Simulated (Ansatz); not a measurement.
# Calculated quadrupolar parameters for SiC under strain

The cell is an entry of the Crystallography Open Database (COD), relaxed with PBE at fixed cell and then changed (z compressed by 1 %, ions relaxed).

```cif
data_structure
_symmetry_space_group_name_H-M 'P 1'
_symmetry_Int_Tables_number 1
_cell_length_a 3.0760
_cell_length_b 3.0760
_cell_length_c 4.9975
_cell_angle_alpha 90.000
_cell_angle_beta 90.000
_cell_angle_gamma 120.000
_cell_volume 40.95
loop_
_atom_site_label
_atom_site_type_symbol
_atom_site_fract_x
_atom_site_fract_y
_atom_site_fract_z
_atom_site_occupancy
Si1 Si 0.33333 0.66667 0.00402 1
Si2 Si 0.66667 0.33333 0.50402 1
C3 C 0.33333 0.66667 0.38098 1
C4 C 0.66667 0.33333 0.88098 1
```

Atom numbers follow the list; atoms alike are taken as one site, whose name carries the number of the first.

Method: Kohn–Sham DFT in Ansatz, PBE, plane waves and PAW, scalar-relativistic, 420 eV cutoff, Γ-centred 16×16×9 k-points, Fermi–Dirac smearing 0.02 eV.

Conventions: |V_zz| ≥ |V_yy| ≥ |V_xx|, η = (V_xx − V_yy)/V_zz, C_Q = eQV_zz/h.

(1) What field gradients does the calculation give at each kind of site?

## Answers

(1) 

```tsv
site	atoms (order as listed)	first shell	V_zz (10²¹ V/m²)	η	C_Q (MHz)
Si	1, 2	4 C at 1.88 Å	0.17	0.00	–
C	3, 4	4 Si at 1.88 Å	0.056	0.00	–
```

An axis of threefold or higher order runs through Si and C, so V_zz lies along it and η is zero.

Si, C have no stable isotope with a ground-state quadrupole moment in the table, so no C_Q is given.

At this changed cell the PBE pressure is 6 GPa.
